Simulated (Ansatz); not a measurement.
**Ti₂O: iterations to self-consistency**

Theory: DFT PBEsol, scalar-relativistic, plane waves, PAW (Ansatz).

```
Ti O
1.0
     2.91940    0.00000    0.00000
    -1.45970    2.52827    0.00000
     0.00000    0.00000    4.71300
Ti O
2 1
Direct
  0.66667 0.33333 0.27874
  0.33333 0.66667 0.72126
  0.00000 0.00000 0.00000
```

- plane-wave cutoff: 420 eV
- Γ-centred k-mesh: 18×18×10
- occupation rule: Gaussian smearing, 0.1 eV
- spin treatment: unpolarised

Each run starts from superposed atomic densities and uses Broyden mixing with its automatic preconditioner, at most 120 iterations and the default threshold on the density residual; only the length of the Broyden history differs.

| length of the Broyden history | iterations | converged | density residual (eV) at iterations 1, 3, 5 |
| --- | --- | --- | --- |
| 1 | 15 | yes | 4.8 0.34 0.011 |
| 3 | 11 | yes | 4.8 0.34 0.0025 |
| 8 | 8 | yes | 4.8 0.33 0.00015 |
| 16 | 8 | yes | 4.8 0.33 0.00015 |

Cost: 4 runs of about 2.2 core-minutes in all, on Intel Xeon Processor @ 2.50GHz (Skylake/Cascade Lake) (shared hosts).